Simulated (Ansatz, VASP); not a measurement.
C: VASP beside Ansatz

```
CELL_PARAMETERS angstrom
2.45540 0.00000 0.00000
-1.22770 2.12644 0.00000
0.00000 0.00000 6.66439
ATOMIC_POSITIONS crystal
C 0.00000 0.00000 0.25000
C 0.00000 0.00000 0.75000
C 0.33333 0.66667 0.25000
C 0.66667 0.33333 0.75000
```

Alike in both runs: task single point; functional LDA; k mesh 12 × 12 × 4; occupations fermi-dirac, width 0.02 eV; no spin polarisation.

|  | VASP | Ansatz |
| --- | --- | --- |
| version | VASP 6.6.1 | Ansatz 0.2.0 |
| potentials or method | VASP PAW LDA potentials, release 64 (C) | plane waves, PAW |
| plane-wave cutoff (eV) | 520 | 420 |
| valence electrons in the cell | 16 | 16 |

|  | VASP | Ansatz | Ansatz less VASP |
| --- | --- | --- | --- |
| pressure (GPa) | -2.8 | -3.6 | -0.81 |
| largest component of the traceless stress (GPa) | 2.60 | 3.54 | +0.940 |
